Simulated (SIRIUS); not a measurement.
**PtS2 under changes of volume**

One of the cells (18.261 Å³/atom); the others are scaled copies at fixed shape and fractional positions:

```
CELL_PARAMETERS angstrom
3.54320 0.00000 0.00000
-1.77160 3.06850 0.00000
0.00000 0.00000 5.03880
ATOMIC_POSITIONS crystal
Pt 0.00000 0.00000 0.00000
S 0.66667 0.33333 0.77300
S 0.33333 0.66667 0.22700
```

```yaml
Program: SIRIUS 7.12.0
Functional: LDA
Potentials_or_basis: all-electron FP-LAPW
Cutoff: 222 eV
Basis: apw+lo standard
k_mesh: 9 × 9 × 5
Occupations: fermi-dirac, width 0.05 eV
Spin: no spin polarisation
```

```tsv
volume (Å³/atom)	energy over the lowest point (meV/atom)	gap on the mesh (eV)
17.165	?	?
17.531	37.25	0.95
17.896	16.81	0.93
18.261	4.60	0.91
18.626	0.00	0.89
18.992	2.08	0.87
19.357	10.06	0.85
```

Task: What does the run at 17.165 Å³/atom give?

Result: Energy over the lowest point 67.26 meV/atom; gap on the mesh 0.97 eV.

Worked out: A Birch-Murnaghan fit of order 3 (a polynomial in V^(-2/3)) to the other rows has its minimum at 18.69 Å³/atom with B0 = V·E''(V) = 147 GPa and B' = 4.8 at fixed shape and positions, which overstates the stiffness. It gives 67.24 meV/atom at 17.165 Å³/atom, against the run's 67.26. A straight line through the other rows of the gap, of slope -1.01 eV per unit of ln V, extrapolates to 0.97 eV, against the run's 0.97.

Energies are extrapolated to zero smearing.

Caveats: spin-orbit coupling is left out, which moves the levels of the heavy elements; an odd mesh through Γ misses points on the zone boundary, where band edges often lie.
